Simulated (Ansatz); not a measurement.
## two structures of CO2: a comparison of enthalpies under pressure, step by step

Program: the Python package of Ansatz (0.2.0).

The cells in order, each with its output:

```python
import warnings

import ansatz as az
import numpy as np
```

```python
def cdi2(a_site, b_site, a):
    return (
        az.Lattice.from_parameters(a, a, 1.6 * a, alpha=90, beta=90, gamma=120)
        .space_group(164)
        .atom(a_site, (0, 0, 0))
        .atom(b_site, (1 / 3, 2 / 3, 0.25))
    )
```

```python
def alb2(A, B, a):
    return (
        az.Lattice.from_parameters(a, a, 1.1 * a, alpha=90, beta=90, gamma=120)
        .space_group(191)
        .atom(A, (0, 0, 0))
        .atom(B, (1 / 3, 2 / 3, 0.5))
    )
```

```python
def ground_state(name, crystal, pressure=0.0):
    calc = (
        crystal.calculation()
        .functional(az.Functional.PBE)
        .basis(420)
        .kpoints(spacing=0.3)
        .occupations("cold", width=0.01)
    )
    calc = calc.relax(force_tolerance=0.02, max_steps=40, cell=True, pressure=pressure)
    return calc.run(threads=1)
```

```python
def volume_per_atom(outcome):
    return abs(np.linalg.det(outcome.lattice.cell_ang)) / len(outcome.lattice.sites)
```

```python
warnings.simplefilter("ignore", az.DeckWarning)

phases = {}
phases["CdI2"] = cdi2("C", "O", 2.69)
phases["AlB2"] = alb2("C", "O", 2.86)
```

```python
# H = E + PV, with 1 eV per cubic angstrom equal to 160.2 GPa
pressures = [0, 5, 10, 20]
enthalpy, volume = {name: [] for name in phases}, {name: [] for name in phases}
for p in pressures:
    for name, crystal in phases.items():
        o = ground_state(name, crystal, pressure=p)
        volume[name].append(volume_per_atom(o))
        enthalpy[name].append(o.report["energy_sigma0_ev"] / len(o.lattice.sites) + p * volume[name][-1] / 160.21766)
gap = np.array(enthalpy["AlB2"]) - np.array(enthalpy["CdI2"])
rows = [(p, va, vb, 1000 * d) for p, va, vb, d in zip(pressures, volume["CdI2"], volume["AlB2"], gap)]
print("   P (GPa)  V CdI2 (A^3/atom)  V AlB2 (A^3/atom)  H(AlB2) - H(CdI2) (meV/atom)")
for row in rows:
    print(f"{row[0]:10d}  {row[1]:17.3f}  {row[2]:17.3f}  {row[3]:+28.1f}")
crossings = [p0 - g0 * (p1 - p0) / (g1 - g0) for p0, p1, g0, g1 in zip(pressures, pressures[1:], gap, gap[1:]) if g0 * g1 < 0]
print("crossing near", [round(float(p), 1) for p in crossings], "GPa") if crossings else print("no crossing in this range")
```

       P (GPa)  V CdI2 (A^3/atom)  V AlB2 (A^3/atom)  H(AlB2) - H(CdI2) (meV/atom)
             0              8.937              8.651                       +2573.0
             5              7.234              8.318                       +2596.3
            10              6.838              8.069                       +2632.9
            20              6.389              7.662                       +2712.1
    no crossing in this range

At a fixed pressure a relaxation lowers the enthalpy F + PV, while F alone can rise. For the metals among these phases the mesh is modest: differences between phases can be off by up to 40 meV an atom. Only these two structures are compared, at zero temperature and with their symmetry kept; either may be hypothetical, and another phase may be lower than both. Differences under about 40 meV an atom lie within the error of mesh and functional. The cells are prototypes set up for this calculation and needn't exist. Wall time of the script: 110 s on 1 thread of Arm Neoverse V2, on a shared host, peak memory 0.36 GiB.
